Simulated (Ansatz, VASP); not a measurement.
Two plane-wave programs on Zn

The input INCAR:

```
PREC     = Accurate       # precision mode
ENCUT    = 520            # plane-wave cutoff, eV
EDIFF    = 1E-7           # SCF threshold, eV
ISMEAR   = 1              # smearing method
SIGMA    = 0.05           # smearing width, eV
LREAL    = F              # projectors in reciprocal space
LASPH    = T              # aspherical terms in the spheres
NELM     = 80             # most SCF steps
ALGO     = Normal         # electronic algorithm
ISIF     = 2              # what is computed and relaxed
LWAVE    = F              # write WAVECAR
LCHARG   = T              # write CHGCAR
GGA      = PS             # functional
IVDW     = 12             # dispersion correction
LELF     = T              # ELF
LVHAR    = T            
NBANDS   = 12             # bands
```

File KPOINTS:

```
Automatic mesh
0
Gamma
  8 8 8
```

File POSCAR:

```
Zn
1.0
   -1.4952355791      1.4952355791      1.4952355791
    1.4952355791     -1.4952355791      1.4952355791
    1.4952355791      1.4952355791     -1.4952355791
Zn
1
Direct
    0.0120688640     -0.0011977141      0.0053181697
```

Input for Ansatz:

```yaml
crystal:
  lattice:
    - [-1.4952355791110925, 1.4952355791110925, 1.4952355791110925]
    - [1.4952355791110925, -1.4952355791110925, 1.4952355791110925]
    - [1.4952355791110925, 1.4952355791110925, -1.4952355791110925]
  atoms:
    - { symbol: Zn, position: [0.012068864044487244, -0.0011977140808217361, 0.005318169681466881] }
basis:
  ecutwfc: 550.0
kpoints:
  mp_grid:
    grid: [8, 8, 8]
hamiltonian:
  xc: pbesol
  dispersion: d3bj
scf:
  occupations:
    method: methfessel_paxton
    width: 0.05
output:
  forces: true
  stress: true
```

This isn't the form of Zn at room conditions, which is hcp.

Alike in both runs: task single point; functional PBEsol; dispersion D3(BJ); k mesh 8 × 8 × 8; occupations methfessel-paxton of order 1, width 0.05 eV; no spin polarisation.

|  | VASP | Ansatz |
| --- | --- | --- |
| version | VASP 6.6.1 | Ansatz 0.2.0 |
| potentials or method | VASP PAW PBE potentials, release 64 (Zn) | plane waves, PAW |
| plane-wave cutoff (eV) | 520 | 550 |
| valence electrons in the cell | 12 | 12 |

|  | VASP | Ansatz | Ansatz less VASP |
| --- | --- | --- | --- |
| pressure (GPa) | 1.0 | 0.4 | -0.56 |
| dispersion energy (meV/atom) | -409.5 | -409.6 | -0.11 |

Caveats: the k mesh is coarse (spacing up to 0.37 Å⁻¹), so the values aren't converged; the PAW data sets were made with another functional, which shifts forces and pressure a little (VASP); pairwise dispersion overbinds metals, which lowers pressure and volume.
